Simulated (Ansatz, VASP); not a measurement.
**Two plane-wave programs on ZnO**

```
CELL_PARAMETERS angstrom
3.27940 0.00000 0.00000
-1.63970 2.84005 0.00000
0.00000 0.00000 5.29394
ATOMIC_POSITIONS crystal
Zn 0.00000 0.00000 0.99797
Zn 0.33333 0.66667 0.49797
O 0.00000 0.00000 0.37703
O 0.33333 0.66667 0.87703
```

The cell was built by a generator and needn't be a form met in nature.

Alike in both runs: functional PBE; k mesh 9 × 9 × 6; occupations gaussian, width 0.02 eV; no spin polarisation.

Ansatz relaxed the structure, and its values are those at the end. VASP's run is a single point on that final structure, the one shown.

|  | VASP | Ansatz |
| --- | --- | --- |
| version | VASP 6.6.1 | Ansatz 0.2.0 |
| potentials or method | VASP PAW PBE potentials, release 64 (Zn, O) | scalar-relativistic, plane waves, PAW |
| plane-wave cutoff (eV) | 520 | 420 |
| valence electrons in the cell | 36 | 36 |

|  | VASP | Ansatz | Ansatz less VASP |
| --- | --- | --- | --- |
| gap on the k mesh at the Fermi level (eV) | 0.73 | 0.74 | +0.016 |
| least direct gap on the mesh (eV) | 0.73 | 0.74 | +0.016 |
| pressure (GPa) | 0.9 | 0.0 | -0.89 |

With one functional, cell and mesh, what is left measures potentials, basis and numerics.
